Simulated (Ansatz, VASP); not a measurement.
This is a calculation of Mo for Ansatz 0.2.0. 

Contents of input.yaml:

```yaml
crystal:
  lattice:
    - [-1.5838089719, 1.5838089719, 1.5838089719]
    - [1.5838089719, -1.5838089719, 1.5838089719]
    - [1.5838089719, 1.5838089719, -1.5838089719]
  atoms:
    - { symbol: Mo, position: [0.0, 0.0, 0.0] }
hamiltonian:
  xc: revpbe
  pseudopotentials: { kind: paw }
  dispersion: d3bj
kpoints:
  mp_grid: { grid: [12, 12, 12] }
scf:
  occupations: { method: fermi_dirac, width: 0.05 }
output:
  forces: true
  stress: true
relax:
  f_tol: 0.01
  max_steps: 40
  cell: { stress_tol: 0.05 }
```

Potentials or basis: Ansatz PAW.

Command:

```bash
$ ansatz run input.yaml --threads 2 --pin off --max-ram 5632MiB --backend cpu --events-out ev --progress --plain --runs-dir out
```

Question: Translate it to VASP 6.6.1. Potentials or basis there: PBE PAW files Mo_sv, 600 eV.

Answer: As run (cutoffs and basis follow the program's own potentials, and thresholds, step limits or extra output files can differ):

Contents of INCAR:

```
SYSTEM = Mo
  PREC = Accurate
  ENCUT = 600
  EDIFF = 1E-6
  ISMEAR = -1
  SIGMA = 0.05
  LREAL = .False.
  LASPH = .True.
  NELM = 80
  ALGO = Fast
  ISIF = 3
  LWAVE = .False.
  LCHARG = .False.
  GGA = RE
  IVDW = 12
  IBRION = 2
  NSW = 60
  EDIFFG = -0.01
```

File KPOINTS:

```
Automatic mesh
0
Gamma
  12 12 12
  0 0 0
```

The input POSCAR:

```
Mo
1.0
   -1.5838089719      1.5838089719      1.5838089719
    1.5838089719     -1.5838089719      1.5838089719
    1.5838089719      1.5838089719     -1.5838089719
Mo
1
Direct
    0.0000000000      0.0000000000      0.0000000000
```

Potentials or basis: VASP PAW PBE potentials, release 64 (Mo_sv).

Launch:

```sh
$ cat potpaw_PBE.64/Mo_sv/POTCAR > POTCAR
$ mpirun -np 1 vasp_std > vasp.out
```

Both were run:

|  | Ansatz | VASP |
| --- | --- | --- |
| Relaxed volume | 15.09 Å³/atom | 15.12 Å³/atom |
| Relaxed cell | a = 2.696 Å, b = 2.696 Å, c = 2.696 Å, α = 109.47°, β = 109.47°, γ = 109.47° | a = 2.698 Å, b = 2.698 Å, c = 2.698 Å, α = 109.47°, β = 109.47°, γ = 109.47° |
| Space group after relaxing | Im-3m (No. 229) | Im-3m (No. 229) |
| Pressure after relaxing | 0.0 GPa | -0.1 GPa |

Ansatz's pressure holds a Pulay term of +0.07 GPa for its cutoff of 420 eV, which the other run lacks.

Ansatz's potentials were made for PBE. VASP's potentials were made for PBE.

Where Ansatz's input types no cutoff or centring, it takes its own default and a Γ-centred mesh.

Pressure is positive in compression.
